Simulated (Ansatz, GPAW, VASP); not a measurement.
# Fitting the PBEsol energy curve of CdS

```xyz
2
Lattice="0.0000 2.9165 2.9165 2.9165 0.0000 2.9165 2.9165 2.9165 0.0000" Properties=species:S:1:pos:R:3 pbc="T T T"
Cd    0.0000    0.0000    0.0000
S     4.3748    4.3748    4.3748
```

The cell was scaled at fixed shape and fractions and run with GPAW, PAW data sets generated for this functional, cutoff 600 eV; PBEsol, k mesh 8 × 8 × 8 on the cell of 2 atoms, fermi-dirac occupations of 0.05 eV, no spin polarisation, no spin-orbit coupling. Energies are those that the program minimises, any entropy of the smearing included.

```tsv
V (Å³/atom)	energy over the lowest row (meV/atom)
23.3192	14.811
23.8154	5.374
24.3115	0.599
24.8077	0.000
25.3038	3.134
25.8000	?
26.2961	19.014
```

Problem. Fit the third-order Birch-Murnaghan form, give V0, B0 and B′, and predict the energy left open.

Solution. With y = (V0/V)^(2/3), E = E0 + (9 V0 B0/16) [(y - 1)³ B′ + (y - 1)² (6 - 4y)]. Least squares through the rows shown give V0 = 24.6332 Å³/atom, E0 = -0.233 meV, B0 = 62.08 GPa (1 eV/Å³ = 160.218 GPa) and B′ = 4.61, with a largest miss of 0.004 meV. At V = 25.8000 the form with these constants gives 9.587 meV; the run gave 9.577 meV an atom. Other set-ups at this level, from all their volumes (Å³/atom, GPa): Ansatz, all-electron LAPW, scalar-relativistic: V0 24.707, B0 61.39; VASP, PBE PAW files Cd, S, 520 eV (made for PBE): V0 24.867, B0 61.24. Measured volume: 24.71 Å³/atom at 300 K (a printed reference work), so the fit lies -0.3 % from it. The runs are for a static lattice.
